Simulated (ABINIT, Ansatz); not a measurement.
This is a calculation of Zn for ABINIT 10.8.3 (patched build). The given cell was strained at random by a few per cent at fixed volume. This isn't the form of Zn at room conditions, which is hcp.

The input run.abi:

```
# Pseudopotentials
pp_dirpath "./"
pseudos "Zn.upf"

# Structure
acell 5.3072246512 5.2541178987 5.2268382946
rprim
     0.0014196381     0.7137599720     0.7003889541
     0.7037410203    -0.0015526769     0.7104549004
     0.6968424301     0.7171676473     0.0090107330
ntypat 1
znucl 30
natom 1
typat 1
xred
    -0.0277730000     0.0115580000     0.0100190000
chkprim 0
chksymtnons 0
tolsym 1.0e-6

# Plane-wave basis
ecut 42.0

# k points
kptopt 1
ngkpt 12 12 12
nshiftk 1
shiftk 0.0 0.0 0.0

# Exchange and correlation
ixc -116133

# Bands and occupations
nband 14
occopt 3
tsmear 0.00183747

# SCF cycle
nstep 100
tolvrs 1.0e-10

# Output
iomode 3
prtwf 0
prtden 0
prteig 0
prtebands 0
enunit 2
```

Potentials or basis: PseudoDojo NC SR PBEsol v0.4.1 standard.

Run with:

```console
$ abinit run.abi > log 2>&1
```

Q: Translate it to Ansatz 0.2.0. Potentials or basis there: all-electron LAPW, scalar-relativistic.

A: As run (cutoffs and basis follow the program's own potentials, and thresholds, step limits or extra output files can differ):

input.yaml

```yaml
crystal:
  lattice:
    - [0.003987, 2.004568, 1.967016]
    - [1.956653, -0.004317, 1.97532]
    - [1.927413, 1.983631, 0.024923]
  atoms:
    - { symbol: Zn, position: [-0.027773, 0.011558, 0.010019] }
kpoints:
  mp_grid: { grid: [12, 12, 12] }
scf:
  occupations: { method: fermi_dirac, width: 0.05 }
hamiltonian:
  xc: pbesol
  pseudopotentials: { kind: all_electron, lapw: { basis_error: 0.001 } }
output:
  forces: true
  stress: true
  eigenvalues: true
  populations: true
```

Potentials or basis: all-electron LAPW, scalar-relativistic.

Command:

```bash
$ ansatz run input.yaml --threads 1 --pin off --max-ram 3072MiB --backend cpu --events-out ev --progress --plain --runs-dir out
```

Both were run:

|  | ABINIT | Ansatz |
| --- | --- | --- |
| Pressure | -5.2 GPa | -5.0 GPa |

Where Ansatz's input types no cutoff or centring, it takes its own default and a Γ-centred mesh.

The undisturbed cell isn't at this level's minimum, so the move can lower the energy.

Pressure is positive in compression.
